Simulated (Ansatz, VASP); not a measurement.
# One calculation of SnSe, two programs

```
CELL_PARAMETERS angstrom
0.00000 3.01000 3.01000
3.01000 0.00000 3.01000
3.01000 3.01000 0.00000
ATOMIC_POSITIONS crystal
Sn 0.96678 0.96678 0.00973
Se 0.50000 0.50000 0.50000
```

Alike in both runs: task single point; functional PBEsol; k mesh 8 × 8 × 8; occupations gaussian, width 0.05 eV; no spin polarisation.

|  | VASP | Ansatz |
| --- | --- | --- |
| version | VASP 6.6.1 | Ansatz 0.2.0 |
| potentials or method | VASP PAW PBE potentials, release 64 (Sn_d, Se) | scalar-relativistic, plane waves, PAW |
| plane-wave cutoff (eV) | 520 | 420 |
| valence electrons in the cell | 20 | 30 |

VASP gave:

* gap on the k mesh at the Fermi level (eV): 0.59
* least direct gap on the mesh (eV): 0.59
* pressure (GPa): -1.2
* largest component of the traceless stress (GPa): 0.70
* rms of the force components (eV/Å): 0.077

Task: Estimate Ansatz's values.

Result: gap on the k mesh at the Fermi level (eV): 0.59; least direct gap on the mesh (eV): 0.59; pressure (GPa): -1.2; largest component of the traceless stress (GPa): 0.69; rms of the force components (eV/Å): 0.072.

Atom by atom the forces differ by 0.005 eV/Å (rms over components). With one functional, cell and mesh, what is left measures potentials, basis and numerics. The two sets of potentials don't hold the same shells in valence.

Caveats: the PAW data sets were made with another functional, which shifts forces and pressure a little (VASP); spin-orbit coupling is left out, which moves the levels of the heavy elements. A k mesh can miss the band edges.
